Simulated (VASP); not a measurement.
Crystal: BaS.

```
Ba S
1.0
     0.00000    3.19375    3.19375
     3.19375    0.00000    3.19375
     3.19375    3.19375    0.00000
Ba S
1 1
Direct
  0.00000 0.00000 0.00000
  0.50000 0.50000 0.50000
```

```yaml
Program: VASP 6.6.1
Task: relaxation of cell and atoms
Functional: B3LYP
Potentials_or_basis: VASP PAW PBE potentials, release 64 (Ba_sv, S)
Cutoff: 600 eV
k_mesh: 4 × 4 × 4
Occupations: fermi-dirac, width 0.05 eV
Spin: no spin polarisation
```

At the start: pressure 3.0 GPa; volume 32.58 Å³/atom.

Q: Where does the relaxation end?

A: Over 3 steps the energy falls by 18.5 meV/atom and the volume is 34.70 Å³/atom (+6.5 %); space group Fm-3m (No. 225, to 0.05 Å).

Step by step:
| step | energy change (eV) | largest force (eV/Å) | pressure (GPa) | volume (Å³) |
| --- | --- | --- | --- | --- |
| 1 | 0.0000 | 0.0000 | 2.95 | 65.15 |
| 2 | -0.0326 | 0.0000 | -0.87 | 70.98 |
| 3 | -0.0370 | 0.0000 | 0.00 | 69.39 |

Final structure:
```xyz
2
Lattice="0.0000 3.2616 3.2616 3.2616 0.0000 3.2616 3.2616 3.2616 0.0000" Properties=species:S:1:pos:R:3 pbc="T T T"
Ba    0.0000    0.0000    0.0000
S     3.2616    3.2616    3.2616
```

Caveat: the k mesh is coarse (spacing up to 0.43 Å⁻¹), so the values aren't converged, least of all with exact exchange; the PAW data sets were made with another functional, which shifts forces and pressure a little.
